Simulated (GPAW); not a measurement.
# CdSe (Fm-3m) in GPAW: one-shot levels on a semilocal density with PBE

Aim: the one-shot levels on a semilocal density of CdSe with PBE.

Everything below comes from runs of GPAW 26.7.0. Logs are shortened: lines on timing, memory, paths and dates and some standing lists are left out, and cuts for length are marked. The log counts tension as positive stress, the text compression.

## 1. The undisturbed crystal

Symmetry: Fm-3m, No. 225, cubic system. The conventional cell has a = 5.748 Å, b = 5.748 Å, c = 5.748 Å, α = 90.00°, β = 90.00°, γ = 90.00°. Around Cd (site symmetry m-3m) lie 6 Se at 2.87 Å. Se (site symmetry m-3m) is surrounded by 6 Cd at 2.87 Å.

Measurements of this composition are mostly on another form, of space group No. 186.

## 2. One-shot levels on a semilocal density, PBE (volume scaled by 0.88)

File run.py:

```python
import numpy as np
from ase.dft.bandgap import bandgap
from ase.io import read, write
from ase.units import GPa
from gpaw import GPAW, PW
from gpaw.hybrids import NonSelfConsistentHybridXCCalculator
from gpaw.hybrids.energy import non_self_consistent_energy

atoms = read('CdSe.cif')

calc = GPAW(mode=PW(500),
            xc='PBE',
            kpts={'size': (4, 4, 4), 'gamma': True},
            occupations={'name': 'fermi-dirac', 'width': 0.05},
            nbands=20,
            convergence={'density': 1e-05, 'energy': 1e-05, 'bands': 16, 'eigenstates': 1e-07},
            maxiter=150,
            txt='gpaw.txt')
atoms.calc = calc
energy = atoms.get_potential_energy()
forces = atoms.get_forces()
stress = atoms.get_stress()
calc.write('gs.gpw')
write('result.traj', atoms)
print(f'Energy: {energy:.6f} eV')
print('Forces (eV/A):')
print(forces.round(4))
print('Stress (GPa):', (stress / GPa).round(3))
print('Fermi level:', round(calc.get_fermi_level(), 4), 'eV')
print(f'Gap: {bandgap(calc)[0]:.4f} eV, direct: {bandgap(calc, direct=True)[0]:.4f} eV')

for xc in ['HSE06', 'EXX', 'B3LYP']:
    e = non_self_consistent_energy(calc, xc).sum()
    print(f'{xc} energy on these orbitals: {e:.6f} eV')
    nsc = NonSelfConsistentHybridXCCalculator.from_dft_calculation(
        calc.dft, xc, log=f'levels-{xc}.txt')
    dft_skn, hyb_skn = nsc.calculate(calc.dft.ibzwfs, 0, 16)
    np.savetxt(f'levels-{xc}.dat', hyb_skn.reshape((-1, hyb_skn.shape[-1])), fmt='%.4f')
```

File CdSe.cif:

```cif
data_CdSe
_cell_length_a 3.89484016
_cell_length_b 3.89484016
_cell_length_c 3.89484016
_cell_angle_alpha 60.00000000
_cell_angle_beta 60.00000000
_cell_angle_gamma 60.00000000
_space_group_name_H-M_alt 'P1'
_space_group_name_Hall 'P 1'
_space_group_IT_number 1
loop_
_space_group_symop_operation_xyz
'x,y,z'
loop_
_atom_site_label
_atom_site_type_symbol
_atom_site_symmetry_multiplicity
_atom_site_Wyckoff_symbol
_atom_site_fract_x
_atom_site_fract_y
_atom_site_fract_z
_atom_site_occupancy
Cd1 Cd 1 a 0.0000000000 0.0000000000 0.0000000000 1
Se1 Se 1 a 0.5000000000 0.5000000000 0.5000000000 1
```

Potentials or basis: GPAW PAW data sets (gpaw-data 1.2.1), pw.

The run is started by

```bash
$ OMP_NUM_THREADS=1 python run.py
```

gpaw.txt:

```text
__  _  _
 | _ |_)|_||  |
 |__||  | ||/\| - 26.7.0

Input parameters:
  mode=PW(ecut=500.0),
  convergence={'density': 1e-05, 'energy': 1e-05, 'bands': 16, 'eigenstates': 1e-07},
  kpts=MonkhorstPack(size=(4, 4, 4), gamma=True),
  maxiter=150,
  nbands=20,
  occupations=Occupations(name='fermi-dirac', width=0.05),
  xc=XC(name='PBE')

Diagonalizing LCAO Hamiltonian
Converting LCAO to pw mode

                  Se

       Cd

Atoms  # Å, Bohr magnetons
|   | symbol |        x |        y |        z |    initial magnetic moments |
|---|--------|----------|----------|----------|-----------------------------|
| 0 |     Cd | 0.000000 | 0.000000 | 0.000000 | ( 0.0000,  0.0000,  0.0000) |
| 1 |     Se | 3.894840 | 2.248687 | 1.590062 | ( 0.0000,  0.0000,  0.0000) |

Unit cell  # Å
| periodic |        x |        y |        z |  lengths |    angles |
|----------|----------|----------|----------|----------|-----------|
|      yes | 3.894840 | 0.000000 | 0.000000 | 3.894840 | 60.000000 |
|      yes | 1.947420 | 3.373031 | 0.000000 | 3.894840 | 60.000000 |
|      yes | 1.947420 | 1.124344 | 3.180124 | 3.894840 | 60.000000 |

Number of symmetries: 48
Symmetry operations  # r_c * U_cc + t_c -> r_c
|    | kind |            matrix            |
|----|------|------------------------------|
|  0 |  σ   |  1, 0, 0,  1, 0,-1,  1,-1, 0 |
|  1 |  C2  |  1, 0, 0,  1,-1, 0,  1, 0,-1 |
|  2 |  E   |  1, 0, 0,  0, 1, 0,  0, 0, 1 |
|  3 |  σ   |  1, 0, 0,  0, 0, 1,  0, 1, 0 |
|  4 |  C4  |  1, 0,-1,  1, 0, 0,  1,-1, 0 |
|  5 |  S6  |  1, 0,-1,  1,-1, 0,  1, 0, 0 |
|  6 |  σ   |  1, 0,-1,  0, 1,-1,  0, 0,-1 |
|  7 |  C3  |  1, 0,-1,  0, 0,-1,  0, 1,-1 |
|  8 |  S6  |  1,-1, 0,  1, 0, 0,  1, 0,-1 |
|  9 |  C4  |  1,-1, 0,  1, 0,-1,  1, 0, 0 |
| 10 |  C3  |  1,-1, 0,  0,-1, 1,  0,-1, 0 |
| 11 |  σ   |  1,-1, 0,  0,-1, 0,  0,-1, 1 |
| 12 |  σ   |  0, 1, 0,  1, 0, 0,  0, 0, 1 |
| 13 |  C4  |  0, 1, 0,  0, 1,-1, -1, 1, 0 |
| 14 |  C3  |  0, 1, 0,  0, 0, 1,  1, 0, 0 |
| 15 |  S6  |  0, 1, 0, -1, 1, 0,  0, 1,-1 |
| 16 |  C2  |  0, 1,-1,  1, 0,-1,  0, 0,-1 |
| 17 |  σ   |  0, 1,-1,  0, 1, 0, -1, 1, 0 |
| 18 |  S4  |  0, 1,-1,  0, 0,-1,  1, 0,-1 |
| 19 |  C4  |  0, 1,-1, -1, 1, 0,  0, 1, 0 |
| 20 |  C3  |  0, 0, 1,  1, 0, 0,  0, 1, 0 |
| 21 |  σ   |  0, 0, 1,  0, 1, 0,  1, 0, 0 |
| 22 |  S6  |  0, 0, 1,  0,-1, 1, -1, 0, 1 |
| 23 |  C4  |  0, 0, 1, -1, 0, 1,  0,-1, 1 |
| 24 |  S4  |  0, 0,-1,  1, 0,-1,  0, 1,-1 |
| 25 |  C3  |  0, 0,-1,  0, 1,-1,  1, 0,-1 |
| 26 |  C2  |  0, 0,-1,  0,-1, 0, -1, 0, 0 |
| 27 |  S6  |  0, 0,-1, -1, 0, 0,  0,-1, 0 |
| 28 |  S4  |  0,-1, 1,  1,-1, 0,  0,-1, 0 |
| 29 |  C4  |  0,-1, 1,  0, 0, 1, -1, 0, 1 |
| 30 |  C2  |  0,-1, 1,  0,-1, 0,  1,-1, 0 |
| 31 |  σ   |  0,-1, 1, -1, 0, 1,  0, 0, 1 |
| 32 |  C3  |  0,-1, 0,  1,-1, 0,  0,-1, 1 |
| 33 |  S6  |  0,-1, 0,  0, 0,-1, -1, 0, 0 |
| 34 |  S4  |  0,-1, 0,  0,-1, 1,  1,-1, 0 |
| 35 |  C2  |  0,-1, 0, -1, 0, 0,  0, 0,-1 |
| 36 |  C2  | -1, 1, 0,  0, 1, 0,  0, 1,-1 |
| 37 |  S6  | -1, 1, 0,  0, 1,-1,  0, 1, 0 |
| 38 |  S4  | -1, 1, 0, -1, 0, 1, -1, 0, 0 |
| 39 |  C3  | -1, 1, 0, -1, 0, 0, -1, 0, 1 |
| 40 |  S6  | -1, 0, 1,  0, 0, 1,  0,-1, 1 |
| 41 |  C2  | -1, 0, 1,  0,-1, 1,  0, 0, 1 |
| 42 |  C3  | -1, 0, 1, -1, 1, 0, -1, 0, 0 |
| 43 |  S4  | -1, 0, 1, -1, 0, 0, -1, 1, 0 |
| 44 |  C2  | -1, 0, 0,  0, 0,-1,  0,-1, 0 |
| 45 |  i   | -1, 0, 0,  0,-1, 0,  0, 0,-1 |
| 46 |  σ   | -1, 0, 0, -1, 1, 0, -1, 0, 1 |
| 47 |  C2  | -1, 0, 0, -1, 0, 1, -1, 1, 0 |

BZ-sampling:
  Number of BZ points: 64
  Number of IBZ points: 8

  Monkhorst-Pack size: [4, 4, 4]
  Monkhorst-Pack shift: [0.125, 0.125, 0.125]

K-points  # in reciprocal-cell coordinates
|   |                                coordinates |     weight |
|---|--------------------------------------------|------------|
| 0 | (  0.00000000,   0.00000000,   0.00000000) | 0.01562500 |
| 1 | (  0.25000000,   0.25000000,   0.00000000) | 0.09375000 |
| 2 | (  0.25000000,   0.25000000,   0.25000000) | 0.12500000 |
| 3 | (  0.50000000,   0.25000000,  -0.25000000) | 0.09375000 |
| 4 | (  0.50000000,   0.25000000,   0.25000000) | 0.18750000 |
| 5 | (  0.50000000,   0.50000000,   0.00000000) | 0.04687500 |
| 6 | (  0.50000000,   0.50000000,   0.25000000) | 0.37500000 |
| 7 | (  0.50000000,   0.50000000,   0.50000000) | 0.06250000 |

Plane wave coefficients: 1068
Cutoff: 500.0 eV

Spin-components: 1 (collinear spins)
Bands:           20
Projectors:      11
Spin-degeneracy: 2
Datatype:        complex128

Density:
  Valence electrons: 18.0
  Components: 1
  Grid points: [21 21 21]
  Charge: 0.0  # |e|

Potential:
  Grid points: [21 21 21]

species:
  Cd:
    name:    Cadmium
    Z:       48.0
    valence: 12
    core:    36
    charge:  0.0  # [|e|]
    compensation charges:
      type: gauss
      rc: 0.38  # [Å]
      lmax: 2
    cutoffs:
      filter: 2.12  # [Å]
      core: 2.62  # [Å]
    projectors
    | kind |    occ | energy [eV] | rcut [Å] |
    |------|--------|-------------|----------|
    |   5s |  2.000 |      -5.655 |    1.191 |
    |   5p |  0.000 |      -1.186 |    1.228 |
    |   4d | 10.000 |     -11.739 |    1.164 |
    |    s |        |      21.556 |    1.191 |
    |    p |        |      26.026 |    1.228 |
    |    d |        |      15.473 |    1.164 |

    Using partial waves for Cd as LCAO basis

  Se:
    name:    Selenium
    Z:       34.0
    valence: 6
    core:    28
    charge:  0.0  # [|e|]
    compensation charges:
      type: gauss
      rc: 0.27  # [Å]
      lmax: 2
    cutoffs:
      filter: 1.77  # [Å]
      core: 2.67  # [Å]
    projectors
    | kind |    occ | energy [eV] | rcut [Å] |
    |------|--------|-------------|----------|
    |   4s |  2.000 |     -17.277 |    0.847 |
    |   4p |  4.000 |      -6.512 |    1.005 |
    |    s |        |       9.935 |    0.847 |
    |    p |        |      20.699 |    1.005 |
    |    d |        |       0.000 |    0.847 |

    Using partial waves for Se as LCAO basis

Reference energy: -218276.650467  # eV

eigensolver:
  PPCG
  Converge bands: 16
  niter=2

density mixing:
  MSR1-Mixer
  Pratt-step length: 0.05
  Maximum mixing coefficient: 0.75
  Old densities: 10
  SVD Regularization: 0.005
  Good broyden scale: 1.0
  Trust region scale: 1.0
  Backstep threshold: 4.0
  History deletion threshold: 6.0
  Fourier metric: weight=20.0, sigma=0.015

occupation numbers:
  Fermi-Dirac:
    width: 0.0500  # eV

poisson solver:
  ecut: 4000.0  # eV

xc functional:
  name: PBE with 2 nearest neighbor stencil

convergence criteria:
- Maximum integral of absolute [dens]ity change: 1e-05 electrons / valence electron
- Maximum [total energy] change in last 3 cyles: 1e-05 eV / valence electron
- Maximum integral of absolute [eigenst]ate change: 1e-07 eV^2 / valence electron
maximum number of iterations: 150

SCF iterations
|iter     | |      energy | eigst |  dens |
|---------|-|-------------|-------|-------|
|iter:   1| |   -5.529829 | +2.30 |       |
|iter:   2| |   -5.441816 | +0.25 | -1.17 |
|iter:   3| |   -5.152117 | -0.66 | -1.21 |
|iter:   4| |   -5.150736 | -2.71 | -1.82 |
|iter:   5| |   -5.150537 | -3.73 | -2.26 |
|iter:   6| |   -5.150580 | -5.29 | -2.94 |
|iter:   7| |   -5.150582c| -6.61 | -3.63 |
|iter:   8| |   -5.150582c| -7.12c| -4.72 |
|iter:   9| |   -5.150582c| -7.89c| -5.29c|

Converged in 9 steps
Energy contributions relative to reference atoms: (reference = -218276.650467)

Energy contributions:
  Kinetic:          27.278194
  Coulomb:         -23.206194
  Zero:              0.027782
  External:          0.000000
  Xc:               -9.245748
  Entropy:          -0.009235
  Spinorbit:         0.000000
  ----------------------------
  Free energy:      -5.155200
  Extrapolated:     -5.150582

dipole moment: (-25.565860, -14.760456, -10.437219)  # |e|*Ang

Fermi level: 7.126
Eigenvalues  # (at kpt = [0.000, 0.000, 0.000])
| band index |      eig [eV] | occ [0-2] |
|------------|---------------|-----------|
|          0 |        -6.645 |     2.000 |
|          1 |        -1.054 |     2.000 |
|          2 |        -1.054 |     2.000 |
|          3 |        -1.036 |     2.000 |
|          4 |        -1.036 |     2.000 |
|          5 |        -1.036 |     2.000 |
[... 9 lines left out ...]
|         15 |        17.520 |     0.000 |
|         16 |        17.520 |     0.000 |
|        ... |               |           |
|         19 |        23.733 |     0.000 |

No gap
No difference between direct/indirect transitions

Forces  # eV/Ang
|        x |       y |        z |
|----------|---------|----------|
| -0.00000 | 0.00000 |  0.00000 |  # Cd   0
| -0.00000 | 0.00000 | -0.00000 |  # Se   1

Stress tensor  # eV/Ang^3
|         x |         y |         z |
|-----------|-----------|-----------|
| -0.060661 |  0.000000 |  0.000000 |
|  0.000000 | -0.060661 |  0.000000 |
|  0.000000 |  0.000000 | -0.060661 |

# Writing to gs.gpw (mode='')
```

levels-HSE06.txt:

```text
IBZ(<points: 8, symmetries: 48>)
Occupied bands: 10
Calculating eigenvalues:
  k-points: 8
  Bands: 0-15 (inclusive)
HSE06-eigenvalue shifts:
  min: -1.922 eV
  ave: -0.559 eV
  max: 0.894 eV
```

Wall time 3.2 min (1 thread of Arm Neoverse V2, shared host); peak memory 0.34 GiB.

Results:

```yaml
Free_energy: -5.1552 eV
Pressure: 9.7 GPa
Band_gap_on_the_k_mesh: none (metal or under the smearing width)
```

Caveat: the k mesh is coarse (spacing up to 0.49 Å⁻¹), so the values aren't converged; the cutoff is short for stress and forces, so pressures can be off by a GPa or more; one-shot exact exchange on a metal's smeared states is rough.
